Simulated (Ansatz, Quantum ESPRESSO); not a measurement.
# Equation of state of wurtzite AlN

How stiff is wurtzite AlN under hydrostatic load? Each row relaxes cell and atoms at a set pressure. The real crystal leaves this structure near 21 GPa (arxiv:cond-mat/0301045), so the highest rows describe a metastable cell.

Calculated with Quantum ESPRESSO 7.5, PBEsol, GBRV 1.5 ultrasoft potentials, cutoff 680 eV, Fermi–Dirac smearing 0.02 eV, k-mesh 10×10×6, no spin polarisation, no spin-orbit coupling.

Reference cell, relaxed at zero pressure with PBEsol (P6_3mc): a = 3.1145 Å, b = 3.1145 Å, c = 4.9881 Å, α = 90.00°, β = 90.00°, γ = 120.00°.

```
atom       x       y       z
  Al  0.3333  0.6667  0.0009
  Al  0.6667  0.3333  0.5009
   N  0.6667  0.3333  0.1191
   N  0.3333  0.6667  0.6191
```

```
V (Å³/atom)    V/V0  P (GPa)  E − E0 (meV/atom)
    10.6947  1.0209   −4.010                2.6
    10.2299  0.9766    5.001                3.9
    10.0092  0.9555   10.014               14.4
     9.6267  0.9190   20.023               50.2
     9.3024  0.8880   30.018              100.9
```

V0 = 10.4754 Å³ an atom, where the residual pressure P0 is 0.000 GPa. **Question.** Fit the Birch–Murnaghan law and give the pressure and the energy at V = 9.8089 Å³ an atom, a row left out above.

With the Eulerian strain f = ½[(V0/V)^(2/3) − 1] and F = (P − P0)/[3f(1 + 2f)^(5/2)], the third-order law is the line F = B0 + (3/2) B0 (B′ − 4) f.

```
       f  F (GPa)
 0.04119   199.28
 0.02897   200.12
 0.01541   200.82
 0.00797   201.11
−0.00686   201.73
```

A straight line through the 5 rows: the means are 0.01734 for f and 200.61 for F, Σ(Δx)² = 0.001381 and ΣΔxΔy = −0.06961, so the slope is −0.06961/0.001381 = −50.399 and the intercept 200.61 − (−50.399)(0.01734) = 201.49.

Hence B0 = 201.5 GPa and B′ = 4 + (−50.4)/(1.5 × 201.5) = 3.83. For the withheld volume f = 0.02240, F = 200.36 GPa and P = 15.02 GPa. The run itself gives 15.03 GPa, so the estimate misses by 0.01 GPa, a rounding's worth.

Integrating the same law gives E − E0 = (9/2) B0 V0 f²[1 + (B′ − 4) f] + P0(V0 − V), with 1 GPa Å³ = 6.2415 meV: 29.6 meV an atom. The run itself gives 30.2 meV, so the estimate misses by 0.6 meV; the fitted rows themselves lie up to 1.0 meV off the law.

The same fit over all rows at other levels or in other programs gives B0 = 201 GPa with PBEsol (Ansatz) and 201 GPa with PBEsol (Quantum ESPRESSO, PseudoDojo).

[Logs are printed without paths, hosts, clocks, repeated set-up lines and the standing remarks that a program may print on its own settings, such as how far it seeks lower states.]
